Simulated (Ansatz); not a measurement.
**SiC (Moissanite) under changes of volume**

One of the cells (10.341 Å³/atom); the others are scaled copies at fixed shape and fractional positions:

```xyz
4
Lattice="3.0760 0.0000 0.0000 -1.5380 2.6639 0.0000 0.0000 0.0000 5.0480" Properties=species:S:1:pos:R:3 pbc="T T T"
Si    1.5380    0.8880    2.5240
Si    0.0000    1.7759    0.0000
C     1.5380    0.8880    4.4675
C     0.0000    1.7759    1.9435
```

| Property | Result |
| --- | --- |
| Program | Ansatz 0.2.0 |
| Functional | PBE |
| Potentials or basis | all-electron LAPW, scalar-relativistic |
| Cutoff | 356 eV (chosen from the basis error) |
| Basis error allowed | 0.001 eV/atom |
| k mesh | 10 × 10 × 5 |
| Occupations | fermi-dirac, width 0.05 eV |
| Spin | no spin polarisation |

| volume (Å³/atom) | energy over the lowest point (meV/atom) | pressure (GPa) | gap on the mesh (eV) | largest force (eV/Å) |
| --- | --- | --- | --- | --- |
| 9.721 | 45.43 | 19.5 | 2.38 | 0.855 |
| 9.927 | ? | ? | ? | ? |
| 10.134 | 9.76 | 8.5 | 2.45 | 0.785 |
| 10.341 | 1.95 | 3.7 | 2.48 | 0.752 |
| 10.548 | 0.00 | -0.6 | 2.51 | 0.722 |
| 10.755 | 3.38 | -4.5 | 2.52 | 0.693 |
| 10.961 | 11.58 | -8.1 | 2.48 | 0.665 |

Problem. What does the run at 9.927 Å³/atom give?

Solution. Energy over the lowest point 24.03 meV/atom; pressure 13.7 GPa; gap on the mesh 2.41 eV; largest force 0.819 eV/Å.

Worked out: A Birch-Murnaghan fit of order 3 (a polynomial in V^(-2/3)) to the other rows has its minimum at 10.52 Å³/atom with B0 = V·E''(V) = 213 GPa and B' = 3.9 at fixed shape and positions, which overstates the stiffness. It gives 24.08 meV/atom at 9.927 Å³/atom, against the run's 24.03, and -dE/dV = 13.8 GPa, against 13.7. A parabola through the other rows of the gap, of slope 2.1 eV per unit of ln V there, gives 2.42 eV, against the run's 2.41.

Energies are extrapolated to zero smearing.

Caveats: an odd mesh through Γ misses points on the zone boundary, where band edges often lie.
